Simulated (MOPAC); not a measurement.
# C3H6O2 (propionic acid) at PM6-DH2X(7 orbitals) (COSMO acetone, active occupied 3, ci PECI, root 1)

We compute a geometry optimisation of C3H6O2 (propionic acid). 

Program for the calculation: MOPAC 23.2.5.

5 further runs of the same task are left out: 1 that didn't finish, 4 set aside as unsound or not needed.

## Step 1: The system as given

C3H6O2 has 11 atoms, charge 0, and is taken as a singlet. As SMILES, `CCC(=O)O`. All atoms were displaced at random from a relaxed shape. The run starts from this shape.

Bond lengths: C2–C3 1.650 Å, C3–O4 1.290 Å, C3–O5 1.401 Å, C1–H6 0.828 Å, C1–H7 0.942 Å, C1–H8 1.261 Å, C2–H9 0.912 Å, C2–H10 1.087 Å, O5–H11 1.033 Å. Angles: C2–C3–O4 133.3°, C2–C3–O5 106.6°, O4–C3–O5 120.0°, C3–C2–H9 121.0°, C3–C2–H10 106.8°, C3–O5–H11 106.5°, H9–C2–H10 118.1°, H6–C1–H7 136.8°, H6–C1–H8 123.7°, H7–C1–H8 92.3°. A long bond or contact: C1–C2 1.837 Å.

## Step 2: A structure relaxation at PM6-DH2X(7 orbitals) (COSMO acetone, active occupied 3, ci PECI, root 1)

run.py

```python
from ase.calculators.mopac import MOPAC
from ase.optimize import BFGS
from ase import Atoms

mol = Atoms(
    ['C', 'C', 'C', 'O', 'O', 'H', 'H', 'H', 'H', 'H', 'H'],
    positions=[
        [-1.033027, 1.182657, 0.539840],
        [0.449002, 0.096778, 0.520094],
        [0.231241, -0.872904, -0.797574],
        [-0.701440, -0.965848, -1.683188],
        [1.336253, -1.733299, -0.849777],
        [-1.665269, 0.661275, 0.658008],
        [-0.738065, 1.760295, -0.143089],
        [-0.562729, 1.927690, 1.442040],
        [1.086839, 0.748150, 0.523895],
        [0.361733, -0.539952, 1.397350],
        [1.109149, -2.462010, -1.546032],
    ],
)
calc = MOPAC(label="job", method="PM6-DH2X", task="1SCF GRADIENTS PECI EPS=20.5 MECI C.I.=(7,3) RELSCF=0.1 AUX(PRECISION=6) THREADS=1", charge=0)
mol.calc = calc
opt = BFGS(mol, trajectory="opt.traj")
done = opt.run(fmax=0.05, steps=80)
print("converged:", done)
epot = mol.get_potential_energy()
print("energy / eV: %.6f" % epot)
print("final positions (A):")
for atom in mol:
    print(f"{atom.symbol:2s} {atom.x:11.6f} {atom.y:11.6f} {atom.z:11.6f}")
```

The run is started by

```bash
$ export ASE_MOPAC_COMMAND="mopac PREFIX.mop > /dev/null 2>&1"
$ python run.py
```

Q: Predict the results. Wanted: total energy at the end; dipole moment; HOMO energy; LUMO energy; HOMO–LUMO gap; dispersion energy; heat of formation; lowest excitation energy within this active space.

Answer, from the run:

Level: PM6-DH2X(7 orbitals) (COSMO acetone, active occupied 3, ci PECI, root 1).

| quantity | value |
| --- | --- |
| total energy at the end | -37.97358 Eh |
| dipole moment | 2.76 D |
| HOMO energy | -11.64 eV |
| LUMO energy | 0.35 eV |
| HOMO–LUMO gap | 11.99 eV |
| dispersion energy | -1.69 kJ/mol |
| heat of formation | -116.2 kcal/mol |
| lowest excitation energy within this active space | 4.31 eV |

At the final geometry: Bond lengths: C1–C2 1.515 Å, C2–C3 1.498 Å, C3–O4 1.220 Å, C3–O5 1.363 Å, C1–H6 1.100 Å, C1–H7 1.100 Å, C1–H8 1.098 Å, C2–H9 1.116 Å, C2–H10 1.117 Å, O5–H11 1.001 Å. Some angles: C1–C2–C3 111.9°, C2–C3–O4 131.1°, C2–C3–O5 109.8°, O4–C3–O5 119.1°, C1–C2–H9 111.5°, C1–C2–H10 111.2°, C3–C2–H9 108.8°, C3–C2–H10 108.8°, C2–C1–H6 111.8°, C2–C1–H7 112.3°. The optimisation stopped short of its gradient threshold. The optimisation took 20 steps and changed the energy by -3.982 eV.
